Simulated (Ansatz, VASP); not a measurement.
**Ba3Ti4O12 in two plane-wave programs**

Wanted: the spread between two codes on one cell, functional and k mesh. The cell is taken from a series of runs on this material, whose earlier steps may have relaxed, scaled, displaced or heated it; both programs get it as it stands.

Method: plane waves, with VASP 6.6.1 beside it; single point at PBE0, in Ansatz 0.2.0.

## 1. Set-up

The cell holds 19 atoms: 3 Ba, 4 Ti and 12 O. Cell: a = 6.938 Å, b = 6.938 Å, c = 6.938 Å, α = 109.6°, β = 70.4°, γ = 70.8°. It derives from BaTiO3. Nearest the centre at fractional (0.000, 0.500, 0.500): O13 at 2.75 Å, O11 at 2.75 Å, O16 at 2.88 Å, O9 at 2.89 Å, O12 at 2.89 Å, O17 at 2.91 Å, O18 at 2.91 Å, O14 at 2.91 Å.

## 2. Ansatz: single point, PBE0

Ansatz runs on its default PAW (the set named soft_2) files.

With cell and atoms fixed, the geometry can't cause a difference; cores, projectors, grids and the points listed under the comparison can.

Input file input.yaml:

```yaml
crystal:
  lattice:
    - [-3.9998, -3.9998, -4.018]
    - [-3.9998, -3.9998, 4.018]
    - [-3.9998, 3.9998, -4.018]
  atoms:
    - { symbol: Ba, position: [0.5076652448, 0.4935490205, -0.0070960646] }
    - { symbol: Ba, position: [0.4964692797, 0.0035307203, 0.492423489] }
    - { symbol: Ba, position: [0.0064509795, -0.0076652448, -0.0070960646] }
    - { symbol: Ti, position: [0.0208362072, 0.4791637928, -0.0207272758] }
    - { symbol: Ti, position: [-0.0035515251, 0.9737045465, 0.5011630947] }
    - { symbol: Ti, position: [0.5262954535, 0.5035515251, 0.5011630947] }
    - { symbol: Ti, position: [0.5220569785, 0.9779430215, -0.0378124587] }
    - { symbol: O, position: [0.9955413443, 0.7652631847, 0.2520294187] }
    - { symbol: O, position: [0.9920064207, 0.2542895408, 0.7638746531] }
    - { symbol: O, position: [0.4850702117, 0.7591611526, 0.7576382012] }
    - { symbol: O, position: [0.4853161409, 0.2600393393, 0.2538540141], spin: 0.83 }
    - { symbol: O, position: [0.2457104592, 0.5079935793, 0.7638746531] }
    - { symbol: O, position: [0.2399606607, 0.0146838591, 0.2538540141], spin: 0.83 }
    - { symbol: O, position: [0.7347368153, 0.5044586557, 0.2520294187] }
    - { symbol: O, position: [0.7408388474, 0.0149297883, 0.7576382012] }
    - { symbol: O, position: [0.2537806775, 0.2462193225, -0.0094450194] }
    - { symbol: O, position: [0.2490658994, 0.7642670806, 0.4932055656] }
    - { symbol: O, position: [0.7357329194, 0.2509341006, 0.4932055656] }
    - { symbol: O, position: [0.7194717554, 0.7805282446, 0.0193102793], spin: 0.04 }
magnetization:
  spin_polarized: true
  initial_magnetization: 2
  spin_locking: { lock_magnetization: hard }
kpoints:
  mp_grid: { grid: [2, 2, 2] }
scf:
  lower_state_search: "off"
  occupations: { method: fermi_dirac, width: 0.01 }
hamiltonian:
  xc: pbe0
output:
  efg:
    contact_densities: true
    quadrupole_moments_barn: { Ba: 0.236, Ti: 0.302, O: -0.02558 }
  forces: true
```

Launch:

```bash
$ ansatz run input.yaml --threads 4 --pin off --max-ram 9216MiB --backend cpu --events-out ev --progress --plain --runs-dir out
```

Numbers of over 12 decimals in the logs are rounded to 6 here.

The program printed:

```text
Ba: output.efg is read without spin–orbit coupling, which moves field gradients at and beside such atoms by some per cent and up to a factor of two; PAW files take it under magnetization.noncollinear and magnetization.spin_orbit
Engine: ansatz 0.2.0, x86_64-unknown-linux-gnu
Pseudopotentials: kind: paw
Pseudopotential: Ba, paw, valence charge 10, recommended cutoff 420 eV (normal), Ba.paw.azcp
Pseudopotential: Ti, paw, valence charge 12, recommended cutoff 420 eV (normal), Ti.paw.azcp
Pseudopotential: O, paw, valence charge 6, recommended cutoff 420 eV (normal), O.paw.azcp
Functional definition: PBE0
  parameter a = 0.25
  parameter kappa = 0.804
  parameter beta = 0.066725
  exchange = (1 - a)*pbe_x(kappa = kappa, mu = beta*pi^2/3) + a*exact_x
  correlation = pbe_c(beta = beta)
Crystal: 19 atoms, lattice volume = 257.126 Å³
Basis set: ecut = 420 eV, 5017 PW (Γ), exchange–correlation on 96×96×96 points (8 copies of the dense FFT grid, shifted against one another)
Bands: 95, of which v1, the nominal top of the filled ones, is band 75 counted from 1 (74 counted from 0)
Symmetry: 2 space group operations
Space group: Cm (ITA 8), of the structure as read, at distance tolerance 6.4e-5 Å
Magnetic group: BNS 8.32 (UNI 39), of the structure as read, at distance tolerance 6.4e-5 Å
k-points: 6 of 8
Non-local potential: Ba, projectors of the file, l = 0: 3, l = 1: 2, l = 2: 2, l = 3: 2
Non-local potential: Ti, projectors of the file, l = 0: 3, l = 1: 2, l = 2: 3, l = 3: 1
Non-local potential: O, projectors of the file, l = 0: 2, l = 1: 2, l = 2: 1
PAW form: soft (Blöchl's): semilocal exchange-correlation on the pseudo side does not see the compensation charge
PAW frozen core: Ba, regenerated for the run's functional, and the local potential with it (the file was generated under x = pbe(κ = 0.804, μ = 0.219515), c = pbe(β = 0.066725))
PAW frozen core: Ti, regenerated for the run's functional, and the local potential with it (the file was generated under x = pbe(κ = 0.804, μ = 0.219515), c = pbe(β = 0.066725))
PAW frozen core: O, regenerated for the run's functional, and the local potential with it (the file was generated under x = pbe(κ = 0.804, μ = 0.219515), c = pbe(β = 0.066725))
PAW one-centre angular grid: Ba, 194 points (default); XC on 64 Gauss nodes
PAW one-centre angular grid: Ti, 590 points (default); XC on 64 Gauss nodes
PAW one-centre angular grid: O, 110 points (default); XC on 64 Gauss nodes
Initial density: superposition of atomic densities (chi_scale 0.1, normalization cell, long waves kept (reshape's long-wave potential 0.04 eV rms))
Starting moments: Σ|m| = 2 μB on 19 of 19 sites
Initial wavefunctions: pseudopotential atomic-orbital guess
Functional: x = pbe(κ = 0.804, μ = 0.219515), c = pbe(β = 0.066725), warm-up for x = 0.75 pbe(κ = 0.804, μ = 0.219515) + 0.25 exact, c = pbe(β = 0.066725)
iter 1 solved again at ethr=1.02e-2 eV; its pass at ethr=1.00e-1 eV (dr2=1.53e1 eV) is discarded
SCF iter   1: F=—  HF=-34683.246609 eV  |F-HF|=—  |Δ(HF+E_count)|=         —  Δρ=3.91e-2 (↑2.96e-2 ↓3.91e-2)  dr2=1.61e1  dr2_m=3.62e-1  M=2.000 μB ∫|m|=2.195 μB  β_m=0.30  ethr=1.02e-2  ⟨swp⟩=8.8  Hψ=5942  notcnv=0
preconditioner: auto → none  [insulator: Δε(μ)=0.044 eV  Ē_g=10.977 eV  σ=0.010 eV  W_gap=0.80  n_scr=78 (ndim 8)  ℏωp=24.5 eV  f_vac=0.027  D(μ)=3.82/eV (n_scr^D=18)]
SCF iter   2: F=—  HF=-34681.182668 eV  |F-HF|=—  |Δ(HF+E_count)|=    2.06e0  Δρ=5.42e-2 (↑1.81e-2 ↓5.42e-2)  dr2=1.59e1  dr2_m=1.09e0  M=2.000 μB ∫|m|=2.201 μB  β_m=0.26  ethr=1.02e-2  ⟨swp⟩=6.2  Hψ=2835  notcnv=0  defer=4
SCF iter   3: F=—  HF=-34680.073335 eV  |F-HF|=—  |Δ(HF+E_count)|=    1.11e0  Δρ=2.34e-2 (↑1.48e-2 ↓2.34e-2)  dr2=4.22e0  dr2_m=1.69e-1  M=2.000 μB ∫|m|=2.227 μB  β_m=0.27  ethr=1.02e-2  ⟨swp⟩=4.2  Hψ=2417  notcnv=0  defer=1
SCF iter   4: F=—  HF=-34679.662340 eV  |F-HF|=—  |Δ(HF+E_count)|=   4.11e-1  Δρ=1.44e-2 (↑9.20e-3 ↓1.44e-2)  dr2=1.34e0  dr2_m=7.85e-2  M=2.000 μB ∫|m|=2.262 μB  β_m=0.31  ethr=2.81e-3  ⟨swp⟩=4.2  Hψ=2364  notcnv=0
iter 5 solved again at ethr=7.89e-5 eV; its pass at ethr=8.96e-4 eV (dr2=1.18e-1 eV) is discarded
SCF iter   5: F=—  HF=-34679.671545 eV  |F-HF|=—  |Δ(HF+E_count)|=   9.21e-3  Δρ=6.38e-3 (↑3.91e-3 ↓6.38e-3)  dr2=1.20e-1  dr2_m=2.81e-2  M=2.000 μB ∫|m|=2.299 μB  β_m=0.37  ethr=7.89e-5  ⟨swp⟩=6.6  Hψ=5529  notcnv=0  defer=11
SCF iter   6: F=—  HF=-34679.741811 eV  |F-HF|=—  |Δ(HF+E_count)|=   7.03e-2  Δρ=5.85e-3 (↑3.35e-3 ↓5.85e-3)  dr2=2.55e-1  dr2_m=1.22e-2  M=2.000 μB ∫|m|=2.342 μB  β_m=0.30  ethr=7.89e-5  ⟨swp⟩=6.3  Hψ=3274  notcnv=0  defer=10
SCF iter   7: F=—  HF=-34679.721800 eV  |F-HF|=—  |Δ(HF+E_count)|=   2.00e-2  Δρ=1.88e-3 (↑1.34e-3 ↓1.88e-3)  dr2=1.49e-2  dr2_m=3.06e-3  M=2.000 μB ∫|m|=2.358 μB  β_m=0.32  ethr=7.89e-5  ⟨swp⟩=5.6  Hψ=2727  notcnv=0  defer=10
[...]
E_aug_tail   = 0.028997  (compensation charges beyond the density's cutoff)
  E_ewald      = -9778.583623
  E_core_change = -1.431707  (= ΣΔE_core)
  E_smearing   = -0.000000  (= −TS)
  E_closure    = 0.000002  (closes the sum)
  Σ components = -34688.642449   (vs F -34688.642449, Δ=0.00e0)
--- Forces (eV/Å), atoms counted from 1 ---
  atom   1  Ba    -0.04774544     0.11767720     0.01115069
  atom   2  Ba     0.01649333    -0.01649333     0.18277020
  atom   3  Ba    -0.11767720     0.04774544     0.01115069
  atom   4  Ti     0.47726266    -0.47726266    -0.40677288
  atom   5  Ti     0.50929452    -0.45617557    -0.43875192
  atom   6  Ti     0.45617557    -0.50929452    -0.43875192
  atom   7  Ti    -0.34791599     0.34791599    -0.28353860
  atom   8  O     -0.46152359     0.15902991    -0.07802880
  atom   9  O     -0.56494045    -0.07934979     0.03246683
  atom  10  O     -0.01968998    -0.13733795    -0.05984668
  atom  11  O     -0.01833472    -0.03856914    -0.10067952
  atom  12  O      0.07934979     0.56494045     0.03246683
  atom  13  O      0.03856914     0.01833472    -0.10067952
  atom  14  O     -0.15902991     0.46152359    -0.07802880
  atom  15  O      0.13733795     0.01968998    -0.05984668
  atom  16  O     -0.06661825     0.06661825     0.28048572
  atom  17  O      0.09367035     0.11468462     0.53978062
  atom  18  O     -0.11468462    -0.09367035     0.53978062
  atom  19  O      0.11000283    -0.11000283     0.41486901
  max |Σ_I F_I| component: 4.11e-6 eV/Å
--- PAW observables at the nuclei: V_zz in 10²¹ V/m², potentials from the cell's mean, atoms counted from 1 ---
  atom   1  Ba V_zz =    +6.403976   η = 0.8150   by run symmetry: allowed   C_q = +36.5440 MHz
            electrostatic potential = -9625.139083 V   contact ρ = 2062149.658424 e/Å³   contact ρ_s (e/Å³): all electrons -0.201392, valence -0.225178
  atom   2  Ba V_zz =    +3.828294   η = 0.3719   by run symmetry: allowed   C_q = +21.8460 MHz
            electrostatic potential = -9625.285634 V   contact ρ = 2062149.688601 e/Å³   contact ρ_s (e/Å³): all electrons -0.303433, valence -0.304310
  atom   3  Ba V_zz =    +6.403976   η = 0.8150   by run symmetry: allowed   C_q = +36.5440 MHz
            electrostatic potential = -9625.139083 V   contact ρ = 2062149.658424 e/Å³   contact ρ_s (e/Å³): all electrons -0.201392, valence -0.225178
  atom   4  Ti V_zz =    +3.521238   η = 0.8766   by run symmetry: allowed   C_q = +25.7132 MHz
            electrostatic potential = -2526.252210 V   contact ρ = 56742.326047 e/Å³   contact ρ_s (e/Å³): all electrons +0.006101, valence -0.011626
  atom   5  Ti V_zz =    +3.281595   η = 0.6380   by run symmetry: allowed   C_q = +23.9633 MHz
            electrostatic potential = -2526.360923 V   contact ρ = 56742.870580 e/Å³   contact ρ_s (e/Å³): all electrons -0.090991, valence -0.146346
  atom   6  Ti V_zz =    +3.281595   η = 0.6380   by run symmetry: allowed   C_q = +23.9633 MHz
            electrostatic potential = -2526.360923 V   contact ρ = 56742.870580 e/Å³   contact ρ_s (e/Å³): all electrons -0.090991, valence -0.146346
  atom   7  Ti V_zz =    -4.254456   η = 0.8256   by run symmetry: allowed   C_q = -31.0674 MHz
            electrostatic potential = -2526.347599 V   contact ρ = 56743.425181 e/Å³   contact ρ_s (e/Å³): all electrons -0.160604, valence -0.238852
  atom   8  O  V_zz =    +2.485984   η = 0.7282   by run symmetry: allowed   C_q = -1.5376 MHz
            electrostatic potential = -625.674534 V   contact ρ = 2153.818868 e/Å³   contact ρ_s (e/Å³): all electrons +0.031961, valence +0.065154
  atom   9  O  V_zz =    +3.017444   η = 0.3645   by run symmetry: allowed   C_q = -1.8664 MHz
            electrostatic potential = -625.844030 V   contact ρ = 2153.728044 e/Å³   contact ρ_s (e/Å³): all electrons +0.027269, valence +0.054691
  atom  10  O  V_zz =    +2.600817   η = 0.5504   by run symmetry: allowed   C_q = -1.6087 MHz
            electrostatic potential = -625.059568 V   contact ρ = 2153.353849 e/Å³   contact ρ_s (e/Å³): all electrons -0.006217, valence +0.005959
  atom  11  O  V_zz =   +23.157848   η = 0.3656   by run symmetry: allowed   C_q = -14.3236 MHz
            electrostatic potential = -623.901971 V   contact ρ = 2157.099321 e/Å³   contact ρ_s (e/Å³): all electrons +0.526537, valence +1.795011
  atom  12  O  V_zz =    +3.017444   η = 0.3645   by run symmetry: allowed   C_q = -1.8664 MHz
            electrostatic potential = -625.844030 V   contact ρ = 2153.728044 e/Å³   contact ρ_s (e/Å³): all electrons +0.027269, valence +0.054691
  atom  13  O  V_zz =   +23.157848   η = 0.3656   by run symmetry: allowed   C_q = -14.3236 MHz
            electrostatic potential = -623.901971 V   contact ρ = 2157.099321 e/Å³   contact ρ_s (e/Å³): all electrons +0.526537, valence +1.795011
  atom  14  O  V_zz =    +2.485984   η = 0.7282   by run symmetry: allowed   C_q = -1.5376 MHz
            electrostatic potential = -625.674534 V   contact ρ = 2153.818868 e/Å³   contact ρ_s (e/Å³): all electrons +0.031961, valence +0.065154
  atom  15  O  V_zz =    +2.600817   η = 0.5504   by run symmetry: allowed   C_q = -1.6087 MHz
            electrostatic potential = -625.059568 V   contact ρ = 2153.353849 e/Å³   contact ρ_s (e/Å³): all electrons -0.006217, valence +0.005959
  atom  16  O  V_zz =    +3.648677   η = 0.0552   by run symmetry: allowed   C_q = -2.2568 MHz
            electrostatic potential = -625.582521 V   contact ρ = 2153.666004 e/Å³   contact ρ_s (e/Å³): all electrons +0.160001, valence +0.268279
  atom  17  O  V_zz =    +2.804528   η = 0.8126   by run symmetry: allowed   C_q = -1.7347 MHz
            electrostatic potential = -625.476357 V   contact ρ = 2154.053121 e/Å³   contact ρ_s (e/Å³): all electrons +0.131577, valence +0.252814
  atom  18  O  V_zz =    +2.804528   η = 0.8126   by run symmetry: allowed   C_q = -1.7347 MHz
            electrostatic potential = -625.476357 V   contact ρ = 2154.053121 e/Å³   contact ρ_s (e/Å³): all electrons +0.131577, valence +0.252814
  atom  19  O  V_zz =    -2.797691   η = 0.9454   by run symmetry: allowed   C_q = +1.7304 MHz
            electrostatic potential = -625.435643 V   contact ρ = 2154.217783 e/Å³   contact ρ_s (e/Å³): all electrons +0.141730, valence +0.302227
--- Band table (eV; the first three rows and the last of 12) ---
  k-point 0 ↑: bands = [... 71 lower, 6.2822, 6.3902, 6.5443, 6.6014, 6.6159, 11.5706]
  k-point 1 ↑: bands = [... 71 lower, 6.2268, 6.2368, 6.3166, 6.4366, 6.4764, 11.9985]
  k-point 2 ↑: bands = [... 71 lower, 6.0291, 6.2030, 6.3743, 6.4300, 6.5079, 12.0277]
  k-point 5 ↓: bands = [... 71 lower, 6.4188, 6.5100, 6.8504, 9.2358, 9.6215, 11.4893]
  guard bands above this table: 18 of the run's 95 bands. The solve was not asked for them (output.publish_guard_bands: true or output.eigenvalues: true publishes all)
```

(Part 1 of 2 ends here.)

[Lines on the potential files, build, host, timing and source positions are cut from VASP's logs without a mark.]

[Logs are printed without paths, hosts, clocks, repeated set-up lines and the standing remarks that a program may print on its own settings, such as how far it seeks lower states.]

[Hosts, paths, dates, database ids (printed as entryN), source tags and the programs' standing remarks are cut or masked in the printed files.]
